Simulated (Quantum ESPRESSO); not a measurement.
Crystal: MoS2.

```
CELL_PARAMETERS angstrom
3.14799 -1.92978 0.00000
3.14799 1.92978 0.00000
-0.00310 0.00000 4.43933
ATOMIC_POSITIONS crystal
Mo 0.00000 0.00000 0.00000
S 0.68790 0.68790 0.28890
S 0.31210 0.31210 0.71110
```

The cell comes from a database or a generator and needn't be the stable form of this composition.

Base run:

| Property | Result |
| --- | --- |
| Program | Quantum ESPRESSO 7.5 |
| Functional | LDA |
| Potentials or basis | GBRV 1.5 LDA |
| Cutoff | 612 eV |
| Density cutoff | 4898 eV |
| k mesh | 6 × 6 × 4 |
| Occupations | gaussian, width 0.05 eV |
| Spin | collinear spin, ferromagnetic start |
| Starting moments | [2.0, 0.0, 0.0] μB |
| Hubbard terms | Mo d U = 2 eV |

Its results: band gap on the k mesh none (metal or under the smearing width); pressure -5.0 GPa; net moment 2.02 μB per cell; site moments Mo +1.51; S -0.10 μB; largest force 1.540 eV/Å.

Question: The run is repeated on the same cell with these changes: hubbard terms from Mo d U = 2 eV to Mo d U = 4 eV. What comes out?

Answer: Band gap on the k mesh none (metal or under the smearing width); pressure -2.4 GPa; net moment 2.18 μB per cell; site moments Mo +1.73; S -0.16 μB; largest force 1.400 eV/Å.

Caveats: forces of over 1 eV/Å show positions far from the minimum, so gaps and moduli don't describe the material at rest.
